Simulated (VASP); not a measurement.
# Si3C (P6/mmm) in VASP: further runs

Aim: see how the results for Si3C move with the level of theory and the settings. Levels: PBE+D4, PBE+TS, PBE+TS-HI, PBE+MBD, PBE+MBD-FI. Tasks: relaxation of cell and atoms.

Program: VASP 6.6.1. These are calculated values, not measurements. Logs are shortened: lines on timing, memory, paths and dates and some standing lists are left out, and cuts for length are marked.

### Step 1. The structure

Symmetry: P6/mmm, No. 191, hexagonal system. The conventional cell has a = 4.915 Å, b = 4.915 Å, c = 2.433 Å, α = 90.00°, β = 90.00°, γ = 120.00°. Si (site symmetry mmm) is surrounded by 6 Si at 2.43 to 2.46 Å and 2 C at 2.46 Å. Around C (site symmetry 6/mmm) lie 2 C at 2.43 Å and 6 Si at 2.46 Å.

The cell was built by a generator and needn't be a form met in nature.

### Step 2. Relaxation of cell and atoms, PBE+D4

Input file INCAR:

```
SYSTEM = Si3C
ALGO = Normal
EDIFF = 1E-6
EDIFFG = -0.005
ENCUT = 600
GGA = PE
IBRION = 2
ISIF = 3
ISMEAR = -1
IVDW = 13
LASPH = .TRUE.
LCHARG = .FALSE.
LREAL = .FALSE.
LWAVE = .FALSE.
NELM = 80
NSW = 60
PREC = Accurate
SIGMA = 0.05
```

Input file KPOINTS:

```
k-points
0
G
  5 5 8
  0 0 0
```

Input file POSCAR:

```
Si3C
1.0
    4.9148000000      0.0000000000      0.0000000000
   -2.4574000000      4.2563400000      0.0000000000
    0.0000000000      0.0000000000      2.4331100000
Si C
3 1
Direct
    0.5000000000      0.0000000000      0.5000000000
    0.0000000000      0.5000000000      0.5000000000
    0.5000000000      0.5000000000      0.5000000000
    0.0000000000      0.0000000000      0.5000000000
```

Potentials or basis: VASP PAW PBE potentials, release 64 (Si, C).

The run is started by

```
$ cat potpaw_PBE.64/Si/POTCAR potpaw_PBE.64/C/POTCAR > POTCAR
$ mpirun -np 1 vasp_std > vasp.out
```

OUTCAR:

```text
SYSTEM = Si3C
   EDIFF = 1E-6
   EDIFFG = -0.005
   ENCUT = 600
   GGA = PE
   IBRION = 2
   ISIF = 3
   ISMEAR = -1
   IVDW = 13
   LASPH = .TRUE.
   LREAL = .FALSE.
   NELM = 80
   NSW = 60
   PREC = Accurate

 ion  position               nearest neighbor table
   1  0.500  0.000  0.500-   2 2.46   3 2.46   3 2.46   2 2.46   4 2.46   4 2.46
   2  0.000  0.500  0.500-   1 2.46   4 2.46   4 2.46   1 2.46   3 2.46   3 2.46
   3  0.500  0.500  0.500-   1 2.46   4 2.46   1 2.46   4 2.46   2 2.46   2 2.46
   4  0.000  0.000  0.500-   2 2.46   3 2.46   2 2.46   3 2.46   1 2.46   1 2.46

  LATTYP: Found a hexagonal cell.
 ALAT       =     4.9148000000
 C/A-ratio  =     0.4950577847

  Lattice vectors:

 A1 = (   4.9148000000,   0.0000000000,   0.0000000000)
 A2 = (  -2.4574000000,   4.2563400000,   0.0000000000)
 A3 = (   0.0000000000,   0.0000000000,   2.4331100000)

Analysis of symmetry for initial positions (statically):
=====================================================================
 Subroutine PRICEL returns:
 Original cell was already a primitive cell.

 Routine SETGRP: Setting up the symmetry group for a
 hexagonal supercell.

 Subroutine GETGRP returns: Found 24 space group operations
 (whereof 24 operations were pure point group operations)
 out of a pool of 24 trial point group operations.

The static configuration has the point symmetry D_6h.

Analysis of symmetry for dynamics (positions and initial velocities):
=====================================================================
 Subroutine PRICEL returns:
 Original cell was already a primitive cell.

 Routine SETGRP: Setting up the symmetry group for a
 hexagonal supercell.

 Subroutine GETGRP returns: Found 24 space group operations
 (whereof 24 operations were pure point group operations)
 out of a pool of 24 trial point group operations.

The dynamic configuration has the point symmetry D_6h.

 Subroutine INISYM returns: Found 24 space group operations
 (whereof 24 operations are pure point group operations),
 and found     1 'primitive' translations

----------------------------------------------------------------------------------------

                                     Primitive cell

  volume of cell :      50.8984

  direct lattice vectors                    reciprocal lattice vectors
     4.914800000  0.000000000  0.000000000     0.203467079  0.117471819  0.000000000
    -2.457400000  4.256340000  0.000000000     0.000000000  0.234943637  0.000000000
     0.000000000  0.000000000  2.433110000     0.000000000  0.000000000  0.410996626

  length of vectors
     4.914800000  4.914798567  2.433110000     0.234943569  0.234943637  0.410996626

  position of ions in fractional coordinates (direct lattice)
     0.500000000  0.000000000  0.500000000
     0.000000000  0.500000000  0.500000000
     0.500000000  0.500000000  0.500000000
     0.000000000  0.000000000  0.500000000

  ion indices of the primitive-cell ions
   primitive index   ion index
                 1           1
                 2           2
                 3           3
                 4           4

----------------------------------------------------------------------------------------

 KPOINTS: k-points

Automatic generation of k-mesh.
 Grid dimensions read from file:
 generate k-points for:    5    5    8

 Generating k-lattice:

  Cartesian coordinates                     Fractional coordinates (reciprocal lattice)
     0.040693416  0.023494364  0.000000000     0.200000000 -0.000000000  0.000000000
     0.000000000  0.046988727  0.000000000     0.000000000  0.200000000  0.000000000
     0.000000000  0.000000000  0.051374578     0.000000000  0.000000000  0.125000000

  Length of vectors
     0.046988714  0.046988727  0.051374578

  Shift w.r.t. Gamma in fractional coordinates (k-lattice)
     0.000000000  0.000000000  0.000000000

 Subroutine IBZKPT returns following result:
 ===========================================

 Found     25 irreducible k-points:

 Following reciprocal coordinates:
            Coordinates               Weight
  0.000000  0.000000  0.000000      1.000000
  0.200000 -0.000000  0.000000      6.000000
  0.400000 -0.000000  0.000000      6.000000
  0.200000  0.200000  0.000000      6.000000
  0.400000  0.200000  0.000000      6.000000
  0.000000  0.000000  0.125000      2.000000
[... 16 lines left out ...]
  0.400000 -0.000000  0.500000      6.000000
  0.200000  0.200000  0.500000      6.000000
   k-points           NKPTS =     25   k-points in BZ     NKDIM =     25   number of bands    NBANDS=     12
   number of dos      NEDOS =    301   number of ions     NIONS =      4
   total plane-waves  NPLWV =  32000
   dimension x,y,z NGX =    40 NGY =   40 NGZ =   20
   dimension x,y,z NGXF=    80 NGYF=   80 NGZF=   40
   ions per type =               3   1
   NGX,Y,Z   is equivalent  to a cutoff of  13.53, 13.53, 13.67 a.u.
   NGXF,Y,Z  is equivalent  to a cutoff of  27.06, 27.06, 27.33 a.u.
 SYSTEM =  Si3C
   PREC   = accura    normal or accurate (medium, high low for compatibility)
   ISTART =      0    job   : 0-new  1-cont  2-samecut
   ICHARG =      2    charge: 1-file 2-atom 10-const
   ISPIN  =      1    spin polarized calculation?
   LNONCOLLINEAR =      F non collinear calculations
   LSORBIT =      F    spin-orbit coupling
   LASPH  =      T    aspherical Exc in radial PAW
   ENCUT  =  600.0 eV  44.10 Ry    6.64 a.u.   9.82  9.82  4.86*2*pi/ulx,y,z
   NELM   =     80;   NELMIN=  2; NELMDL= -5     # of ELM steps
   EDIFF  = 0.1E-05   stopping-criterion for ELM
   LREAL  =      F    real-space projection
   EDIFFG = -.5E-02   stopping-criterion for IOM
   NSW    =     60    number of steps for IOM
   IBRION =      2    ionic relax: 0-MD 1-quasi-New 2-CG
   NFREE  =      1    steps in history (QN), initial steepest desc. (CG)
   ISIF   =      3    stress and relaxation
   ISYM   =      2    0-nonsym 1-usesym 2-fastsym
   POTIM  = 0.5000    time-step for ionic-motion
   TEBEG  =    0.0;   TEEND  =   0.0 temperature during run
   PSTRESS=    0.0 pullay stress
   NELECT =      16.0000    total number of electrons
   NUPDOWN=      -1.0000    fix difference up-down
   EMIN   =  10.00;   EMAX   =-10.00  energy-range for DOS
   EFERMI =   0.00;   METHOD = LEGACY
   ISMEAR =    -1;   SIGMA  =   0.05  broadening in eV -4-tet -1-fermi 0-gaus
   EFERMI_NEDOS =   21; number of points for ismear=-14 and -15
   IALGO  =     38    algorithm
   IMIX   =      4    mixing-type and parameters
     AMIX     =   0.40;   BMIX     =  1.00
     AMIX_MAG =   1.60;   BMIX_MAG =  1.00
  volume/ion in A,a.u.               =      12.72        85.87
  Fermi-wavevector in a.u.,A,eV,Ry     =   1.113132  2.103515 16.858488  1.239064
  Thomas-Fermi vector in A             =   2.249714
   LORBIT       =      0    0 simple, 1 ext, 2 COOP (PROOUT), +10 PAW based schemes
   GGA     = PE    functional components
   LHFCALC =     F    Hartree Fock is set to
   AEXX    =    0.0000 exact exchange contribution
   IVDW    =    13    specifies the selected vdW correction
   LEPSILON=     F    determine dielectric tensor
   LRPA    =     F    only Hartree local field effects (RPA)
 conjugate gradient relaxation of ions
 non-spin polarized calculation
  energy-cutoff  :      600.00
  volume of cell :       50.90
 maximum number of plane-waves:      1714
 NGX is ok and might be reduce to    40
   NGX = 19   NGY = 19   NGZ =  9

--------------------------------------- Ionic step        1  -------------------------------------------

 number of electron      16.0000000 magnetization

 Free energy of the ion-electron system (eV)
  ---------------------------------------------------
  ext. energy  EPLUGINS =         0.00000000
  ---------------------------------------------------
  free energy    TOTEN  =       -20.57841602 eV

  energy without entropy =      -20.56360021  energy(sigma->0) =      -20.57100811

------------------------ aborting loop because EDIFF is reached ----------------------------------------

  DFT-D4 for vdW energy calculation

  Edisp (eV):   -1.56735

  FORCE on cell =-STRESS in cart. coord.  units (eV):
  Direction    XX          YY          ZZ          XY          YZ          ZX
  --------------------------------------------------------------------------------------
  -------------------------------------------------------------------------------------
  Total      -2.20440    -2.20440    -0.18446     0.00000     0.00000     0.00000
  in kB     -69.39013   -69.39008    -5.80653     0.00000     0.00000     0.00000
  external pressure =      -48.20 kB  Pullay stress =        0.00 kB
[... 233 lines left out ...]
  energy  without entropy=      -22.1766567119  energy(sigma->0) =      -22.18051282

--------------------------------------- Ionic step        7  -------------------------------------------

 number of electron      16.0000000 magnetization

 Free energy of the ion-electron system (eV)
  ---------------------------------------------------
  ext. energy  EPLUGINS =         0.00000000
  ---------------------------------------------------
  free energy    TOTEN  =       -20.57982249 eV

  energy without entropy =      -20.57209425  energy(sigma->0) =      -20.57595837

 E-fermi :   9.5887     XC(G=0): -11.4379

 val. band max:        9.5585855257   @ k =   0.4000  -0.0000   0.0000
 cond. band min:       9.5915939792   @ k =   0.2000   0.2000   0.3750
 fundamental gap:      0.0330084535
 Fermi energy:         9.5886689876

 k-point     1 :       0.0000    0.0000    0.0000
  band No.  band energies     occupation
      1      -5.5196      2.00000
      2       0.7901      2.00000
      3       2.0029      2.00000
      4       2.8084      2.00000
      5       2.8084      2.00000
      6       2.9044      2.00000
      7       2.9044      2.00000
      8      13.6690      0.00000
      9      14.0620      0.00000
     10      14.0620      0.00000
     11      16.4089      0.00000
     12      17.9761      0.00000
[... 331 lines left out ...]
 k-point    24 :       0.2000    0.2000    0.5000
  band No.  band energies     occupation
      1      -0.4060      2.00000
      2       2.3553      2.00000
      3       2.8509      2.00000
      4       3.3473      2.00000
      5       5.6295      2.00000
      6       6.0617      2.00000
      7       6.7585      2.00000
      8       7.6470      2.00000
      9       8.6969      2.00000
     10      11.6536      0.00000
     11      12.6380      0.00000
     12      12.8020      0.00000

 [... further k-points ...]

------------------------ aborting loop because EDIFF is reached ----------------------------------------

  DFT-D4 for vdW energy calculation

  Edisp (eV):   -1.60456

  FORCE on cell =-STRESS in cart. coord.  units (eV):
  Direction    XX          YY          ZZ          XY          YZ          ZX
  --------------------------------------------------------------------------------------
  -------------------------------------------------------------------------------------
  Total       0.00931     0.00931     0.00008     0.00000    -0.00000     0.00000
  in kB       0.30352     0.30352     0.00255     0.00000    -0.00000     0.00000
  external pressure =        0.20 kB  Pullay stress =        0.00 kB
[... 19 lines left out ...]
  FREE ENERGIE OF THE ION-ELECTRON SYSTEM (eV)
  ---------------------------------------------------
  free  energy   TOTEN  =       -22.1843849205 eV

  energy  without entropy=      -22.1766566735  energy(sigma->0) =      -22.18052080

 reached required accuracy - stopping structural energy minimisation
```

It took 29 s on 1 thread of AMD EPYC 9R45 (Zen 5), shared host; peak memory 0.15 GiB.

Results:

```
Free energy                            : -22.1844 eV
Relaxed volume                         : 12.28 Å³/atom
Relaxed cell                           : a = 4.825 Å, b = 4.825 Å, c = 2.437 Å, α = 90.00°, β = 90.00°, γ = 120.00°
Space group after relaxing (to 0.05 Å) : P6/mmm (No. 191)
Energy gained by relaxing              : 9.7 meV/atom
Ionic steps                            : 7
Pressure after relaxing                : 0.0 GPa
Band gap on the k mesh                 : none (metal or under the smearing width)
Dispersion energy per atom             : -0.401 eV
```

Step by step:
```csv
step,energy change (eV),largest force (eV/Å),pressure (GPa),volume (Å³)
1,0.0000,0.0000,-4.82,50.90
2,-0.0312,0.0000,2.43,48.12
3,-0.0379,0.0000,0.46,48.99
4,-0.0384,0.0000,-0.14,49.17
5,-0.0386,0.0000,0.07,49.10
6,-0.0386,0.0000,0.07,49.11
7,-0.0386,0.0000,0.02,49.14
```

Final structure:
```
Si C
1.0
     4.82483    0.00000    0.00000
    -2.41241    4.17842    0.00000
     0.00000    0.00000    2.43731
Si C
3 1
Cartesian
  2.4124 0.0000 1.2187
  -1.2062 2.0892 1.2187
  1.2062 2.0892 1.2187
  0.0000 0.0000 1.2187
```

Levels at points of the mesh, in eV from the Fermi level:
```csv
k point,band 5,band 6,band 7,band 8,band 9,band 10,band 11,band 12
"(0.00, 0.00, 0.00)",-6.78,-6.68,-6.68,4.08,4.47,4.47,6.82,8.39
"(0.00, 0.00, 0.50)",-3.61,-3.61,-1.75,-1.43,-1.43,-0.68,-0.68,1.04
```

Caveat: pairwise dispersion overbinds metals, which lowers pressure and volume.

(Continued in part 2 of 3.)
